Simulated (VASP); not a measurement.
Calculation: PW91 GGA, VASP's PBE PAW potentials (set 64) (plane waves; VASP).

The input files of a VASP run:

### INCAR
```
SYSTEM = ZrO2
PREC = Accurate
ENCUT = 520
EDIFF = 1E-7
NELM = 100
ALGO = Normal
LREAL = .FALSE.
LASPH = .TRUE.
ISMEAR = 0
SIGMA = 0.05
GGA = 91
LMAXMIX = 4
LWAVE = .FALSE.
LCHARG = .FALSE.
ISIF = 2
```

**KPOINTS**
```
K-points
0
G
8 8 8
0 0 0
```

POSCAR:
```
ZrO2
1.0
  0.0000000000   2.5839279817   2.5839279817
  2.5839279817   0.0000000000   2.5839279817
  2.5839279817   2.5839279817   0.0000000000
Zr O
1 2
Direct
  0.0000000000   0.0000000000   0.0000000000
  0.2500000000   0.2500000000   0.2500000000
  0.7500000000   0.7500000000   0.7500000000
```

POTCAR, in this order: Zr_sv O (PBE.64 set). Program: vasp_std.

The resulting files:

### OSZICAR
```
       N       E                     dE             d eps       ncg     rms          rms(c)
DAV:   1     0.189704824647E+03    0.18970E+03   -0.14653E+04   928   0.154E+03
DAV:   2    -0.279353143414E+02   -0.21764E+03   -0.21335E+03  1272   0.383E+02
DAV:   3    -0.352075909608E+02   -0.72723E+01   -0.72673E+01  1328   0.723E+01
DAV:   4    -0.354010300733E+02   -0.19344E+00   -0.19342E+00  1368   0.862E+00
DAV:   5    -0.354032996762E+02   -0.22696E-02   -0.22696E-02  1184   0.808E-01    0.229E+01
DAV:   6    -0.288485793298E+02    0.65547E+01   -0.39013E+01  1048   0.473E+01    0.898E+00
DAV:   7    -0.287644018717E+02    0.84177E-01   -0.16070E+00  1240   0.104E+01    0.560E+00
DAV:   8    -0.287249559499E+02    0.39446E-01   -0.20122E-01  1232   0.448E+00    0.495E-01
DAV:   9    -0.287262184817E+02   -0.12625E-02   -0.12405E-02  1280   0.871E-01    0.353E-01
DAV:  10    -0.287273485816E+02   -0.11301E-02   -0.39298E-03  1080   0.671E-01    0.127E-01
DAV:  11    -0.287273901424E+02   -0.41561E-04   -0.14001E-03  1224   0.315E-01    0.131E-01
DAV:  12    -0.287273269445E+02    0.63198E-04   -0.34179E-04  1040   0.145E-01    0.462E-03
DAV:  13    -0.287273281271E+02   -0.11826E-05   -0.69097E-06  1160   0.221E-02    0.466E-03
DAV:  14    -0.287273286822E+02   -0.55509E-06   -0.15424E-06  1096   0.988E-03    0.431E-03
DAV:  15    -0.287273285145E+02    0.16763E-06   -0.34828E-07  1120   0.487E-03    0.582E-04
DAV:  16    -0.287273285087E+02    0.57867E-08   -0.97031E-09   632   0.931E-04
   1 F= -.28727329E+02 E0= -.28727329E+02  d E =-.145115E-12
```

**OUTCAR**
```
------------------------ aborting loop because EDIFF is reached ----------------------------------------
  FORCE on cell =-STRESS in cart. coord.  units (eV):
  Direction    XX          YY          ZZ          XY          YZ          ZX
  --------------------------------------------------------------------------------------
  Total       -1.4325056     -1.4325056     -1.4325056     -0.0000000      0.0000000      0.0000000
  in kB      -66.5174681    -66.5174681    -66.5174681     -0.0000000      0.0000000      0.0000000
  external PRESSURE =     -66.5174681 kB  Pullay stress =       0.0000000 kB
  volume of cell :       34.50
      direct lattice vectors                 reciprocal lattice vectors
     0.000000000  2.583927982  2.583927982    -0.193503845  0.193503845  0.193503845
     2.583927982  0.000000000  2.583927982     0.193503845 -0.193503845  0.193503845
     2.583927982  2.583927982  0.000000000     0.193503845  0.193503845 -0.193503845
 POSITION                                       TOTAL-FORCE (eV/Angst)
 -----------------------------------------------------------------------------------
      0.00000      0.00000      0.00000        -0.000000      0.000000      0.000000
      1.29196      1.29196      1.29196         0.000000      0.000000      0.000000
      3.87589      3.87589      3.87589        -0.000000     -0.000000     -0.000000
 -----------------------------------------------------------------------------------
    total drift:                                0.000000      0.000000      0.000000
  FREE ENERGIE OF THE ION-ELECTRON SYSTEM (eV)
  ---------------------------------------------------
  free  energy   TOTEN  =       -28.7273285087 eV

  energy  without entropy=      -28.7273285087  energy(sigma->0) =      -28.72732851
```
(Selected blocks of OUTCAR.)

OUTCAR:
```
 val. band max:        6.6425239965   @ k =   0.5000   0.5000   0.0000

 cond. band min:       9.8638768826   @ k =   0.0000   0.0000   0.0000


 Fermi energy:         6.8708518196

 k-point     1 :       0.0000    0.0000    0.0000
  band No.  band energies     occupation
      1     -41.5247      2.00000
      2     -19.4293      2.00000
      3     -19.4293      2.00000
      4     -19.4293      2.00000
      5     -11.2834      2.00000
      6      -8.8913      2.00000
      7       1.6770      2.00000
      8       1.6770      2.00000
      9       1.6770      2.00000
     10       6.1293      2.00000
     11       6.1293      2.00000
     12       6.1293      2.00000
     13       9.8639      0.00000
     14       9.8639      0.00000
     15      12.9073      0.00000
     16      15.4615      0.00000

 k-point     2 :       0.1250    0.0000    0.0000
  band No.  band energies     occupation
      1     -41.5193      2.00000
      2     -19.5181      2.00000
      3     -19.4378      2.00000
      4     -19.4378      2.00000
      5     -11.0933      2.00000
      6      -9.0313      2.00000
      7       1.8189      2.00000
      8       1.8189      2.00000
      9       2.0627      2.00000
     10       5.7669      2.00000
     11       5.8669      2.00000
     12       5.8669      2.00000
     13      10.1235      0.00000
     14      10.1235      0.00000
     15      13.3747      0.00000
     16      14.9934      0.00000

 k-point     3 :       0.2500    0.0000    0.0000
  band No.  band energies     occupation
      1     -41.5062      2.00000
      2     -19.7211      2.00000
      3     -19.4583      2.00000
      4     -19.4583      2.00000
      5     -10.6714      2.00000
      6      -9.2978      2.00000
      7       2.1689      2.00000
      8       2.1689      2.00000
      9       2.9793      2.00000
     10       5.0473      2.00000
     11       5.3984      2.00000
     12       5.3984      2.00000
     13      10.4973      0.00000
...
```

The compound is ZrO2 in the fluorite structure, the high-temperature cubic form, which is unstable at 0 K; the monoclinic form is the stable one. This cell is one point of a volume scan, at 1.03 of the reference volume.
